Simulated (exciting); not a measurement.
A run of exciting (release sodium):

The input input.xml:

```xml
<input>
  <title>MgO</title>
  <structure speciespath="./" tshift="false">
    <crystal scale="1">
      <basevect>5.552054855852 0.000000000000 0.000000000000</basevect>
      <basevect>-2.776027427926 4.808220548383 0.000000000000</basevect>
      <basevect>0.000000000000 0.000000000000 5.063861301637</basevect>
    </crystal>
    <species speciesfile="Mg.xml" rmt="2">
      <atom coord="0.000000000000 0.000000000000 0.000000000000"/>
    </species>
    <species speciesfile="O.xml" rmt="1.45">
      <atom coord="0.333333333300 0.666666666700 0.500000000000"/>
    </species>
  </structure>
  <groundstate do="fromscratch" ngridk="10 10 10" rgkmax="7.5" gmaxvr="14" lmaxapw="10" lmaxmat="10" lmaxvr="8" xctype="LDA_PW" stype="Gaussian" swidth="0.00183747" nempty="10" ValenceRelativity="iora*" epsengy="1e-05" epspot="1e-05" maxscl="60" tforce="true" outputlevel="low"/>
  <properties>
    <chargedensityplot>
      <plot3d>
        <box grid="15 15 14">
          <origin coord="0 0 0"/>
          <point coord="1 0 0"/>
          <point coord="0 1 0"/>
          <point coord="0 0 1"/>
        </box>
      </plot3d>
    </chargedensityplot>
    <elfplot>
      <plot3d>
        <box grid="15 15 14">
          <origin coord="0 0 0"/>
          <point coord="1 0 0"/>
          <point coord="0 1 0"/>
          <point coord="0 0 1"/>
        </box>
      </plot3d>
    </elfplot>
    <exccplot>
      <plot3d>
        <box grid="15 15 14">
          <origin coord="0 0 0"/>
          <point coord="1 0 0"/>
          <point coord="0 1 0"/>
          <point coord="0 0 1"/>
        </box>
      </plot3d>
    </exccplot>
  </properties>
</input>
```

Potentials or basis: all-electron LAPW+lo, shipped species files, valence relativity iora*.

The run is started by

```console
$ OMP_NUM_THREADS=1 exciting_smp
```

Hardware: 1 thread of Arm Neoverse V2, on a shared host.

Problem. Estimate the wall time of this run.

Solution. Wall time 4.5 min on 1 thread of Arm Neoverse V2 (shared host), peak memory 0.12 GiB. Counts: scf iterations 12.
